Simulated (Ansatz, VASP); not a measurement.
Two plane-wave programs on TePb

INCAR

```
  ALGO = Normal
  EDIFF = 1E-6
  ENCUT = 520
  GGA = PS
  ISIF = 2
  ISMEAR = 0
  LASPH = T
  LCHARG = F
  LREAL = F
  LWAVE = F
  NBANDS = 17
  NELM = 80
  PREC = Accurate
  SIGMA = 0.05
```

The input KPOINTS:

```
k-points
0
Gamma
  8 8 8
```

POSCAR

```
TePb
1.0
   -0.0322150392      3.2215039163      3.2215039163
    3.1892888771      0.0000000000      3.1892888771
    3.2215039163      3.2215039163     -0.0322150392
Pb Te
1 1
Direct
    0.5000000000      0.5000000000      0.5000000000
    0.0000000000      0.0000000000      0.0000000000
```

Input for Ansatz:

```yaml
crystal:
  lattice:
    - [-0.0322150392, 3.2215039163, 3.2215039163]
    - [3.1892888771, 0.0, 3.1892888771]
    - [3.2215039163, 3.2215039163, -0.0322150392]
  atoms:
    - { symbol: Pb, position: [0.5, 0.5, 0.5] }
    - { symbol: Te, position: [0.0, 0.0, 0.0] }
basis:
  ecutwfc: 420
  ecutrho_ratio: 4
kpoints:
  mp_grid: { grid: [8, 8, 8] }
hamiltonian:
  xc: pbesol
scf:
  occupations: { method: gaussian, width: 0.05 }
output:
  forces: true
  stress: true
  eigenvalues: true
```

Change from the starting cell: strain e5 = -0.02, atoms carried along.

Alike in both runs: task single point; functional PBEsol; k mesh 8 × 8 × 8; occupations gaussian, width 0.05 eV; no spin polarisation.

|  | VASP | Ansatz |
| --- | --- | --- |
| version | VASP 6.6.1 | Ansatz 0.2.0 |
| potentials or method | VASP PAW PBE potentials, release 64 (Pb_d, Te) | scalar-relativistic, plane waves, PAW |
| plane-wave cutoff (eV) | 520 | 420 |
| valence electrons in the cell | 20 | 30 |

Ansatz gave:

* gap on the k mesh at the Fermi level (eV): 0.54
* least direct gap on the mesh (eV): 0.64
* pressure (GPa): 0.0
* largest component of the traceless stress (GPa): 0.30

Q: What did VASP give for the same quantities?

A: gap on the k mesh at the Fermi level (eV): 0.55; least direct gap on the mesh (eV): 0.64; pressure (GPa): 0.0; largest component of the traceless stress (GPa): 0.30.

The two sets of potentials don't hold the same shells in valence.

Caveats: the PAW data sets were made with another functional, which shifts forces and pressure a little (VASP); spin-orbit coupling is left out, which as a rule narrows the gap of such compounds by several tenths of an eV. A k mesh can miss the band edges.
